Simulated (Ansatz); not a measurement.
Li2O (anti-fluorite, Fm-3m), a = b = c = 4.572 Å, α = β = γ = 90.00°; the cell used has 3 atoms.

Relaxed with r²SCAN.

Problem. Give the optical modes at the zone centre with their infrared and Raman activity from DFPT, DFT-r²SCAN in the program Ansatz with PAW potentials.

Solution. Transverse frequencies, without the LO–TO term; a row sums one degenerate level.

| ω (cm⁻¹) | degeneracy | IR ((D/Å)²/amu) | Raman (Å⁴/amu) | activity | symmetry |
|---|---|---|---|---|---|
| 459 | 3 | 30.12 | 0 | IR | T1u |
| 546 | 3 | 0.00 | 4.6 | Raman | T2g |

Problem. How high does the top mode go among those that the LO–TO term moves?

Solution. 734 cm⁻¹ for q along x.

The r²SCAN relaxation kept the symmetry of its start; phonons on a q-mesh show no instability. The volume moved by -21 % from the start of the relaxation. The volume fell by over 15 % from the filed cell, which may lack light atoms or belong to other conditions.

Potentials: the later of the program's two PAW sets.
